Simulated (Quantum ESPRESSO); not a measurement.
An input for Quantum ESPRESSO 7.5 (CdSe):

pw.in

```
&CONTROL
  calculation = 'vc-relax'
  prefix = 'pwscf'
  outdir = './tmp'
  pseudo_dir = './pseudo'
  tprnfor = .true.
  tstress = .true.
  disk_io = 'low'
  nstep = 40
  forc_conv_thr = 0.0004
  etot_conv_thr = 1d-05
/
&SYSTEM
  ibrav = 0
  A = 4.2265042
  nat = 2
  ntyp = 2
  ecutwfc = 36
  ecutrho = 216
  nbnd = 15
  input_dft = 'rpbe'
  occupations = 'smearing'
  smearing = 'mp'
  degauss = 0.00734986
  vdw_corr = 'grimme-d3'
  dftd3_version = 5
  tot_charge = 0.5
/
&ELECTRONS
  conv_thr = 4d-10
  electron_maxstep = 120
  mixing_beta = 0.5
/
&IONS
  ion_dynamics = 'bfgs'
/
&CELL
  cell_dynamics = 'bfgs'
  press = 0
  press_conv_thr = 0.3
/
ATOMIC_SPECIES
Cd   112.4140 Cd.LDA_PW-JTH.UPF
Se    78.9710 Se.LDA_PW-JTH.UPF
CELL_PARAMETERS alat
   0.0836638587    0.6593625673    0.7471555145
   0.6671819325    0.0763742598    0.7544451133
   0.7186289605    0.7180991941    0.0249272318
ATOMIC_POSITIONS alat
Cd     0.6664217215    0.0797065921    0.7551416194
Se     0.7354975869    0.7235856783    0.7625674237
K_POINTS automatic
5 5 4 0 0 0
```

Potentials or basis: JTH 2.0 LDA.

Launch:

```sh
$ OMP_NUM_THREADS=1 pw.x -in pw.in > pw.out
```

Task: Does this run start?

Result: The run stopped without a result. It printed:

pw.out:

```text
This program is part of the open-source Quantum ESPRESSO suite
     for quantum simulation of materials; please cite
         "P. Giannozzi et al., J. Phys.:Condens. Matter 21 395502 (2009);
         "P. Giannozzi et al., J. Phys.:Condens. Matter 29 465901 (2017);
         "P. Giannozzi et al., J. Chem. Phys. 152 154105 (2020);
     in publications or presentations arising from this work. More details at

     file Cd.LDA_PW-JTH.UPF: wavefunction(s)  0S 5P 0P 4D 0D renormalized
     file Se.LDA_PW-JTH.UPF: wavefunction(s)  0S 4P 0P renormalized

     IMPORTANT: XC functional enforced from input :
     Exchange-correlation= RPBE
                           (   1   4  44   4   0   0   0)
     Any further DFT definition will be discarded
     Please, verify this is what you really want

 program stopped due to: functional name unknown
STOP must stop!
```
